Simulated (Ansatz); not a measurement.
Mo (Im-3m) under several functionals

**Experimental background.**

A printed reference work, data compilation reports, for a bulk crystal of Mo at 298.15 K: lattice constant a 3.1473 Å.

Plane-wave DFT in Ansatz with scalar-relativistic PAW potentials. The same structure was relaxed (cell and atoms, symmetry kept) in separate runs at each level. No spin polarisation.

**Question.** How do the levels LDA, PBE, PBE+D3(BJ), PBEsol, r2SCAN compare?

**Answer.**
| level | cutoff (eV) | k mesh | V (Å³/atom) | a (Å) |
| --- | --- | --- | --- | --- |
| LDA | 420 | 18×18×18 | 15.057 | 3.111 |
| PBEsol | 420 | 18×18×18 | 15.322 | 3.129 |
| PBE+D3(BJ) | 420 | 18×18×18 | 15.335 | 3.130 |
| r2SCAN | 500 | 18×18×18 | 15.634 | 3.150 |
| PBE | 420 | 18×18×18 | 15.784 | 3.160 |

The usual order of volumes, LDA < PBEsol < PBE, holds here (15.057, 15.322, 15.784 Å³/atom). As a rule LDA overbinds; PBEsol, built on the gradient expansion of slowly varying densities, lies between LDA and PBE; PBE's stronger gradient term for exchange weakens bonds. Adding D3 to PBE changes the volume by -2.8 %; the term is attractive, so it pulls cells in. In metals the pairwise form ignores screening by the conduction electrons, so it can pull in too far. r2SCAN lies 0.9 % under PBE in volume.

For PBE: A measured lattice constant a of Mo is 3.1473 Å (298.15 K; a printed reference work, data compilation); the calculated 3.160 Å misses it by +0.4 %. The calculations are for 0 K without zero-point motion.